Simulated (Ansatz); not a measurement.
# PbS: gradients before and after relaxing the atoms

Start: a computed structure from the Materials Project (it need not be an observed phase), taken as it stands.

Space group Pnma (No. 62); a = 12.0278, b = 4.2250, c = 4.2750 Å.

```csv
site,Wyckoff,site symmetry,x,y,z
Pb,4c,.m.,0.8713,0.2500,0.1649
S,4c,.m.,0.6436,0.2500,0.1079
```

One atom of each set is listed.

Level of theory: DFT, PBE, plane waves and PAW, scalar-relativistic, 420 eV cutoff, Γ-centred 3×8×8 k-points, Fermi–Dirac smearing 0.01 eV (Ansatz 0.2.0).

The largest force at the start is 0.13 eV/Å. Relaxing the ions at fixed cell moves them by 0.643 Å at most (atom 5, S) and 0.522 Å rms. End positions:

Pb (0.8752, 0.2500, 0.2490)
S (0.6249, 0.2500, 0.2488)

| site | moved (Å) | first shell before | first shell after | V_zz before (10²¹ V/m²) | η before |
| --- | --- | --- | --- | --- | --- |
| Pb | 0.363 | 6 S at 2.75–3.42 Å | 6 S at 3.00–3.01 Å | -10.43 | 0.21 |
| S | 0.643 | 6 Pb at 2.75–3.42 Å | 6 Pb at 3.00–3.01 Å | -1.23 | 0.15 |

(1) What are V_zz and η after the relaxation?

Answers

(1) 

```
site  V_zz after  η after  change of V_zz
  Pb       -0.36     0.17               –
   S        0.19     0.96               –
```

The largest change is on Pb, whose values along the first run's principal axes go from -10.43, 4.10, 6.33 to 0.18, 0.15, -0.33, with a new V_zz of -0.36 along another axis. On Pb, S the largest principal value lies along another axis in the second run, so the two V_zz can't be compared directly.

Before: Spin–orbit coupling is left out, which shifts gradients on Pb by a few per cent, and by more where contributions nearly cancel.
After: Spin–orbit coupling is left out, which shifts gradients on Pb by a few per cent in wide-gap crystals, and can shift them far more where the calculated gap is small or absent, as here. With a gap of 0.4 eV on this mesh, small gradients can still move by 0.1 × 10²¹ V/m² or more as the k-mesh gets denser.
